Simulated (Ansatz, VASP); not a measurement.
# SnSe (puckered SnSe bilayer, AA): VASP beside Ansatz

Aim: how closely do two programs agree when they are given the same cell, functional and k mesh? The structure shown is the start of the Ansatz relaxation below; VASP solves that cell, so the two are compared at the walk's first step.

Calculated with Ansatz 0.2.0; plane waves, with VASP 6.6.1 beside it; single point at PBE with D3(BJ).

**1. The starting structure**

The cell holds 8 atoms: 4 Sn and 4 Se. Its edges and angles: a = 4.400 Å, b = 4.290 Å, c = 48.187 Å, α = 90.0°, β = 90.0°, γ = 90.0°. Vacuum lies along c.

As a file:

```cif
data_structure
_symmetry_space_group_name_H-M 'P 1'
_symmetry_Int_Tables_number 1
_cell_length_a 4.4000
_cell_length_b 4.2900
_cell_length_c 48.1872
_cell_angle_alpha 90.000
_cell_angle_beta 90.000
_cell_angle_gamma 90.000
_cell_volume 909.58
loop_
_atom_site_label
_atom_site_type_symbol
_atom_site_fract_x
_atom_site_fract_y
_atom_site_fract_z
_atom_site_occupancy
Sn1 Sn 0.06000 0.00000 0.41090 1
Sn2 Sn 0.56000 0.50000 0.46887 1
Sn3 Sn 0.06000 0.00000 0.53113 1
Sn4 Sn 0.56000 0.50000 0.58910 1
Se5 Se 0.44000 0.50000 0.41297 1
Se6 Se 0.94000 0.00000 0.46680 1
Se7 Se 0.44000 0.50000 0.53320 1
Se8 Se 0.94000 0.00000 0.58703 1
```

**2. Ansatz: relaxation, PBE with D3(BJ)**

Ansatz runs on its default PAW (the set named soft_2) files.

The two programs are compared at the cell with which this relaxation starts, whose forces are those of its first step.

Contents of input.yaml:

```yaml
crystal:
  lattice:
    - [4.4, 0.0, 0.0]
    - [0.0, 4.29, 0.0]
    - [0.0, 0.0, 48.1871999996]
  atoms:
    - { symbol: Sn, position: [0.06, 0.0, 0.4108974998] }
    - { symbol: Se, position: [0.44, 0.5, 0.4129727397] }
    - { symbol: Se, position: [0.94, 0.0, 0.4667961616] }
    - { symbol: Sn, position: [0.56, 0.5, 0.4688714015] }
    - { symbol: Sn, position: [0.06, 0.0, 0.5311285985] }
    - { symbol: Se, position: [0.44, 0.5, 0.5332038384] }
    - { symbol: Se, position: [0.94, 0.0, 0.5870272603] }
    - { symbol: Sn, position: [0.56, 0.5, 0.5891025002] }
  periodic: [true, true, false]
kpoints:
  mp_grid: { grid: [8, 8, 1] }
hamiltonian:
  xc: pbe
  dispersion: d3bj
scf:
  occupations: { method: fermi_dirac, width: 0.05 }
  convergence: { dr2_threshold: 1.0e-09 }
relax:
  f_tol: 0.004
  max_steps: 90
  cell: {}
output:
  write_potential: true
  write_density: true
  volumetric_format: npy
```

Started as:

```console
> ansatz run input.yaml --threads 4 --pin off --max-ram 8192MiB --backend cpu --events-out ev --progress --plain --runs-dir out
```

Numbers of over 12 decimals in the logs are rounded to 6 here.

Output:

```text
Warning: relax.cell: scf.convergence.dr2_threshold = 1e-9 eV is looser than the 2.31559201446e-10 eV advised for a relaxation that steers and ends on the stress (1e-10 eV for each atom of the cell: 8, times the square of relax.cell.stress_2d_tol = 0.05 N/m over 18.6 Å (the atoms' height at the walk's start and 5 Å past either face), 2.690e-2 GPa, over a crystal's default 0.05). What an SCF threshold leaves in a stress goes as its square root, and in the free energy as the threshold itself, and one threshold admits the most on a small cell: [figures from the program's tests cut] Set scf.convergence.dr2_threshold to 2.31559201446e-10 eV or tighter. [rest of the remark cut]
Engine: ansatz 0.2.0, x86_64-unknown-linux-gnu
Pseudopotentials: kind: paw
Pseudopotential: Sn, paw, valence charge 14, recommended cutoff 420 eV (normal), Sn.paw.azcp
Pseudopotential: Se, paw, valence charge 16, recommended cutoff 420 eV (normal), Se.paw.azcp
Functional definition: PBE
  parameter kappa = 0.804
  parameter beta = 0.066725
  exchange = pbe_x(kappa = kappa, mu = beta*pi^2/3)
  correlation = pbe_c(beta = beta)
Crystal: 8 atoms, lattice volume = 909.582 Å³
Basis set: ecut = 420 eV, 17829 PW (Γ), exchange–correlation on 60×60×648 points (8 copies of the dense FFT grid, shifted against one another)
Bands: 72, of which v1, the nominal top of the filled ones, is band 60 counted from 1 (59 counted from 0)
Symmetry: 4 space group operations
Space group: Pmn21 (ITA 31), of the structure as read, at distance tolerance 9.7e-5 Å
k-points: 25 of 64 (time reversal used)
Non-local potential: Sn, projectors of the file, l = 0: 2, l = 1: 2, l = 2: 2, l = 3: 2
Non-local potential: Se, projectors of the file, l = 0: 2, l = 1: 2, l = 2: 3, l = 3: 1
PAW form: soft (Blöchl's): semilocal exchange-correlation on the pseudo side does not see the compensation charge
PAW one-centre angular grid: Sn, 590 points (default); XC on 64 Gauss nodes
PAW one-centre angular grid: Se, 590 points (default); XC on 64 Gauss nodes
Initial density: superposition of atomic densities (neutral atoms: chi_scale 0, normalization atom), corrected by the library's trained network
Initial wavefunctions: pseudopotential atomic-orbital guess
Functional: x = pbe(κ = 0.804, μ = 0.219515), c = pbe(β = 0.066725)
SCF iter   1: F=—  HF=-45978.260474 eV  |F-HF|=—  |Δ(HF+E_count)|=         —  Δρ=8.90e-4  dr2=2.92e-2  ethr=1.77e-3  ⟨swp⟩=12.9  Hψ=9472  notcnv=0  defer=14
preconditioner: auto → Resta (q_TF=auto, 1.947 Å⁻¹)  ε∞=1.4  [insulator: Δε(μ)=0.962 eV  Ē_g=16.601 eV  σ=0.050 eV  W_gap=1.00  n_scr=108 (ndim 8)  ℏωp=11.0 eV  f_vac=0.738  D(μ)=0.00/eV (n_scr^D=0)  ε∞_Penn≈1.4  vacuum switching on, ρ_ref=2.0e-2 e/Å³]
SCF iter   2: F=—  HF=-45978.263460 eV  |F-HF|=—  |Δ(HF+E_count)|=   2.99e-3  Δρ=8.86e-4  dr2=8.53e-2  ethr=2.43e-5  ⟨swp⟩=4.2  Hψ=4276  notcnv=0  defer=98
SCF iter   3: F=—  HF=-45978.253737 eV  |F-HF|=—  |Δ(HF+E_count)|=   9.72e-3  Δρ=3.76e-4  dr2=3.27e-3  ethr=2.43e-5  ⟨swp⟩=2.4  Hψ=2208  notcnv=0  defer=98
SCF iter   4: F=—  HF=-45978.254014 eV  |F-HF|=—  |Δ(HF+E_count)|=   2.77e-4  Δρ=1.39e-4  dr2=2.14e-4  ethr=2.73e-6  ⟨swp⟩=3.0  Hψ=2628  notcnv=0  defer=98
SCF iter   5: F=—  HF=-45978.254149 eV  |F-HF|=—  |Δ(HF+E_count)|=   1.35e-4  Δρ=4.99e-5  dr2=2.79e-5  ethr=1.78e-7  ⟨swp⟩=3.4  Hψ=3425  notcnv=0  defer=98
SCF iter   6: F=—  HF=-45978.254085 eV  |F-HF|=—  |Δ(HF+E_count)|=   6.37e-5  Δρ=2.10e-5  dr2=4.97e-6  ethr=2.32e-8  ⟨swp⟩=3.0  Hψ=3079  notcnv=0  defer=98
SCF iter   7: F=—  HF=-45978.254141 eV  |F-HF|=—  |Δ(HF+E_count)|=   5.53e-5  Δρ=6.25e-6  dr2=4.26e-7  ethr=4.14e-9  ⟨swp⟩=3.0  Hψ=3118  notcnv=0  defer=97
SCF iter   8: F=—  HF=-45978.254141 eV  |F-HF|=—  |Δ(HF+E_count)|=   2.09e-7  Δρ=1.93e-6  dr2=5.05e-8  ethr=3.55e-10  ⟨swp⟩=3.1  Hψ=3256  notcnv=0  defer=97
SCF iter   9: F=—  HF=-45978.254141 eV  |F-HF|=—  |Δ(HF+E_count)|=   4.40e-8  Δρ=5.96e-7  dr2=3.60e-9  ethr=4.21e-11  ⟨swp⟩=2.9  Hψ=3133  notcnv=0  defer=97
SCF iter  10: F=-45978.254141 eV  HF=-45978.254141 eV  |F-HF|=3.51e-9  |Δ(HF+E_count)|=   4.16e-9  Δρ=2.21e-7  dr2=3.75e-10  ethr=1.00e-12  ⟨swp⟩=11.9  Hψ=12545  notcnv=0
SCF 1 converged in 10 iterations: F = -45978.254141 eV  dr2 = 3.75e-10
  greatest PAW one-centre occupation: 1.000 electrons in one spin orbital (limit 2), on the Se atom at site 5 (counted from 0), in its partial waves of l = 2
[...]
SCF iter   5: F=—  HF=-45978.696060 eV  |F-HF|=—  |Δ(HF+E_count)|=   4.99e-9  Δρ=1.16e-6  dr2=1.09e-8  ethr=2.11e-10  ⟨swp⟩=3.2  Hψ=3214  notcnv=0
SCF iter   6: F=-45978.696060 eV  HF=-45978.696060 eV  |F-HF|=1.14e-9  |Δ(HF+E_count)|=   4.80e-9  Δρ=3.55e-7  dr2=6.44e-10  ethr=1.00e-12  ⟨swp⟩=9.7  Hψ=13698  notcnv=0
SCF 13 converged in 6 iterations: F = -45978.696060 eV  dr2 = 6.44e-10
relax step  13: F+E_penalty+E_count = -45978.69606007 eV  Δ(F+E_penalty+E_count) = -4.792e-6 eV  max|allowed force component| = 8.618e-4 eV/Å  Δτ_max = 0.0019 Å  P = -0.003 N/m  Ω = 873.399 Å³  energy of the carried Pulay correction = +1.545e-3 eV  fix = [c, alpha, beta]  reactions: c +0.000 N/m  (6 SCF iters, accepted)
Initial wavefunctions: pseudopotential atomic-orbital guess (no wavefunctions were taken with the density)
iter 1 solved again at ethr=4.81e-7 eV; its pass at ethr=3.10e-3 eV (dr2=5.77e-4 eV) is discarded
SCF iter   1: F=—  HF=-45978.694800 eV  |F-HF|=—  |Δ(HF+E_count)|=         —  Δρ=1.78e-5  dr2=4.19e-7  ethr=4.81e-7  ⟨swp⟩=5.8  Hψ=15776  notcnv=0
eigensolver tolerance schedule: the retry pair's looser diagonalisation over-reported the residual by 1376.60 of it (diagonalisation noise at 0.27 of the residual, at the tolerance the schedule requests for it); recorded, not acted on — ethr = c·dr2/N_el stays at c = 1.0e-1
SCF iter   2: F=—  HF=-45978.694824 eV  |F-HF|=—  |Δ(HF+E_count)|=   2.43e-5  Δρ=8.83e-6  dr2=1.34e-7  ethr=3.49e-10  ⟨swp⟩=4.8  Hψ=4888  notcnv=0
SCF iter   3: F=—  HF=-45978.694824 eV  |F-HF|=—  |Δ(HF+E_count)|=   3.51e-7  Δρ=2.88e-6  dr2=1.47e-7  ethr=1.12e-10  ⟨swp⟩=3.9  Hψ=3380  notcnv=0
SCF iter   4: F=—  HF=-45978.694824 eV  |F-HF|=—  |Δ(HF+E_count)|=   2.92e-8  Δρ=1.78e-6  dr2=2.25e-7  ethr=1.12e-10  ⟨swp⟩=2.1  Hψ=2179  notcnv=0
SCF iter   5: F=—  HF=-45978.694824 eV  |F-HF|=—  |Δ(HF+E_count)|=   1.43e-8  Δρ=8.17e-7  dr2=2.37e-8  ethr=1.12e-10  ⟨swp⟩=2.0  Hψ=2018  notcnv=0
SCF iter   6: F=—  HF=-45978.694824 eV  |F-HF|=—  |Δ(HF+E_count)|=  7.28e-10  Δρ=2.38e-7  dr2=1.71e-9  ethr=1.98e-11  ⟨swp⟩=2.2  Hψ=2186  notcnv=0
SCF iter   7: F=-45978.694824 eV  HF=-45978.694824 eV  |F-HF|=1.02e-10  |Δ(HF+E_count)|=  5.68e-10  Δρ=5.21e-8  dr2=1.81e-11  ethr=1.00e-12  ⟨swp⟩=16.1  Hψ=12333  notcnv=0
SCF 14 converged in 7 iterations: F = -45978.694824 eV  dr2 = 1.81e-11
relax step  14: F+E_penalty+E_count = -45978.69482449 eV  Δ(F+E_penalty+E_count) = +1.236e-3 eV  max|allowed force component| = 7.411e-4 eV/Å  Δτ_max = 0.0000 Å  P = -0.010 N/m  Ω = 873.399 Å³  fix = [c, alpha, beta]  reactions: c +0.000 N/m  stress off target by 1.07e-2 N/m on what of the cell is left free  SCF on the basis re-selected at this cell (its energy is not comparable with the rows above)  (7 SCF iters)
basis re-selected at this cell: Δ(F+E_penalty+E_count) = +1.236e-3 eV, ΔP = -0.007 N/m vs the last step (what re-selecting the basis moved, of the pressure what is left beyond the Pulay correction that the steps carried, after the strain that the cell walked since its last selection, with what the two solves' SCF thresholds leave and, on support functions, any second-order correction that the steps lacked; it is no m [...]
SCF converged after 7 iterations
Free energy (F): -45978.694824 eV
Harris-Foulkes:  -45978.694824 eV  (|F-HF|=1.02e-10)
Internal energy: -45978.694806 eV  (E = F + TS)
E sigma→0 (E₀):  -45978.694815 eV
Entropy (-TS):   -0.000018 eV (-0.002 meV/atom)
Fermi energy:    -3.843309 eV
--- Per-component energies (eV) ---
  E_band       = -3483.361217
  E_kinetic    = 1214.226382
  E_local      = -601761.866520  (includes V_loc(G=0)·N_el)
  E_nonlocal   = -2514.278984
  E_hartree    = 300440.178037
  E_xc         = -1950.178739
  E_vxc        = -779.032520  (∫ρ·V_xc dr)
  E_paw        = -24176.555249  (= ΣΔE_a)
  E_vpaw       = -522.761829  (= ΣTr[D̂ρ^β])
  E_aug_tail   = -0.002387  (compensation charges beyond the density's cutoff)
  E_ewald      = 282772.106757
  E_disp       = -2.324103  (pairwise vdW)
  E_smearing   = -0.000018  (= −TS)
  E_closure    = -0.000000  (closes the sum)
  Σ components = -45978.694824   (vs F -45978.694824, Δ=0.00e0)
--- Forces (eV/Å), atoms counted from 1 ---
  atom   1  Sn     0.00022507    -0.00000000     0.00074112
  atom   2  Se    -0.00037654     0.00000000    -0.00038230
  atom   3  Se     0.00007891     0.00000000    -0.00012556
  atom   4  Sn     0.00007253    -0.00000000    -0.00051084
  atom   5  Sn     0.00007253    -0.00000000     0.00051084
  atom   6  Se     0.00007891     0.00000000     0.00012556
  atom   7  Se    -0.00037654     0.00000000     0.00038230
  atom   8  Sn     0.00022507    -0.00000000    -0.00074112
  max |Σ_I F_I| component: 5.43e-8 eV/Å
--- 2D stress c σ (N/m, compression-positive) ---
       -0.010703      -0.000000      -0.000000
       -0.000000      -0.009366      -0.000000
        0.000000       0.000000       0.000000
  P = ½ c Tr σ = -0.0100 N/m
--- Band table (eV; the first three rows and the last of 25) ---
  k-point 0: bands = [... 56 lower, -6.3576, -6.3499, -5.6141, -5.0035, -2.9574, -1.8053, -1.0404, -0.7478, ... 8 higher]
  k-point 1: bands = [... 56 lower, -6.1858, -5.9673, -5.6503, -4.9482, -3.0307, -1.7595, -1.0530, -0.7565, ... 8 higher]
  k-point 2: bands = [... 56 lower, -5.9799, -5.2518, -5.2352, -4.8472, -3.0975, -2.2393, -2.0027, -1.6658, ... 8 higher]
  k-point 24: bands = [... 56 lower, -6.9693, -6.9693, -5.7013, -5.7013, -1.7356, -1.7356, -0.6687, -0.6687, ... 8 higher]
  the weakly bound empty levels are not read free of the cell's end (no_gap_told)
--- Relaxed structure (13 steps of the walk, 12 accepted, 1 SCFs on fresh bases) ---
  F+E_penalty+E_count = -45978.69482449 eV   max|allowed force component| = 7.411e-4 eV/Å   (the final SCF, on the basis selected at the relaxed cell)
  cell:  # Å, volume = 873.3986 Å³
    - [4.267722, 0.0, 0.0]
    - [0.0, 4.247023, 0.0]
    - [0.0, 0.0, 48.1871999996]
  atoms:
    - { symbol: Sn, position: [0.017083, 0, 0.408742] }
    - { symbol: Se, position: [0.487824, 0.5, 0.408413] }
    - { symbol: Se, position: [0.989534, 0, 0.466154] }
    - { symbol: Sn, position: [0.505559, 0.5, 0.466025] }
    - { symbol: Sn, position: [0.0055593, 0, 0.533975] }
    - { symbol: Se, position: [0.489534, 0.5, 0.533846] }
    - { symbol: Se, position: [0.987824, 0, 0.591587] }
    - { symbol: Sn, position: [0.517083, 0.5, 0.591258] }
```

In the SCF lines HF is the Harris–Foulkes energy and dr2 the Hartree energy of the density residual, in eV; the loop may stop once dr2 is under the threshold and the program's other checks hold. Hψ counts applications of the Hamiltonian.

(Part 1 of 2 ends here.)

[Lines on the potential files, build, host, timing and source positions are cut from VASP's logs without a mark.]

[Logs are printed without paths, hosts, clocks, repeated set-up lines and the standing remarks that a program may print on its own settings, such as how far it seeks lower states.]

[Hosts, paths, dates, database ids (printed as entryN), source tags and the programs' standing remarks are cut or masked in the printed files.]
